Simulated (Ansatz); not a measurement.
**Cancellation of cutoff errors in SiO₂**

Theory: Ansatz 0.2.0, DFT LDA, scalar-relativistic, plane waves, PAW.

```yaml
crystal:
  lattice:
    - [-2.37405, 2.37405, 3.74400]
    - [2.37405, -2.37405, 3.74400]
    - [2.37405, 2.37405, -3.74400]
  atoms:
    - { symbol: Si, position: [0.00000, 0.00000, 0.00000] }
    - { symbol: Si, position: [0.75000, 0.25000, 0.50000] }
    - { symbol: O, position: [0.99838, 0.62500, 0.87338] }
    - { symbol: O, position: [0.37500, 0.24838, 0.37338] }
    - { symbol: O, position: [0.75162, 0.12500, 0.12662] }
    - { symbol: O, position: [0.87500, 0.00162, 0.62662] }
```

- Γ-centred k-mesh: 8×8×8
- occupation rule: Gaussian smearing, 0.02 eV
- spin treatment: unpolarised

A second cell has all atoms moved and the lattice slightly strained:

```yaml
crystal:
  lattice:
    - [-2.38858, 2.41461, 3.76976]
    - [2.37049, -2.34789, 3.71597]
    - [2.42111, 2.38041, -3.72745]
  atoms:
    - { symbol: Si, position: [0.96925, 0.99777, 0.99925] }
    - { symbol: Si, position: [0.72661, 0.28977, 0.53905] }
    - { symbol: O, position: [0.95001, 0.63833, 0.84845] }
    - { symbol: O, position: [0.36643, 0.23309, 0.36250] }
    - { symbol: O, position: [0.73752, 0.12181, 0.13937] }
    - { symbol: O, position: [0.88227, 0.01968, 0.64493] }
```

It ran on a 6×6×8 mesh, another than the first cell's, which shifts the difference by nearly the same amount at every cutoff. Both were run at several values of the cutoff; energies per atom at zero smearing, errors against the largest value (600 eV), which isn't proved converged itself.

```tsv
cutoff	error, first cell (meV)	error, second cell (meV)
200 eV	4814.98	4785.42
250 eV	1361.62	1366.07
300 eV	346.11	347.99
350 eV	75.45	75.88
420 eV	5.59	5.62
```

Question: At the largest value the second cell lies 191.85 meV/atom above the first. What is the error of that difference at each value, and where does each quantity come within 1 meV/atom?

Answer: The error of the difference is the second cell's error less the first's:
| cutoff | difference (meV) | its error (meV) |
| --- | --- | --- |
| 200 eV | 162.28 | -29.57 |
| 250 eV | 196.30 | 4.45 |
| 300 eV | 193.73 | 1.88 |
| 350 eV | 192.28 | 0.43 |
| 420 eV | 191.88 | 0.03 |

No value below the largest brings the first cell's total energy within 1 meV/atom, while the difference is there from 350 eV on. Most of the error cancels, by a factor of about 175 in the median. A missing short wave mostly misdescribes the region near each nucleus, which both cells share; what doesn't cancel comes largely from the change of volume and bonding.

This form isn't the usual stable structure of the compound.

6 further runs of this set aren't shown.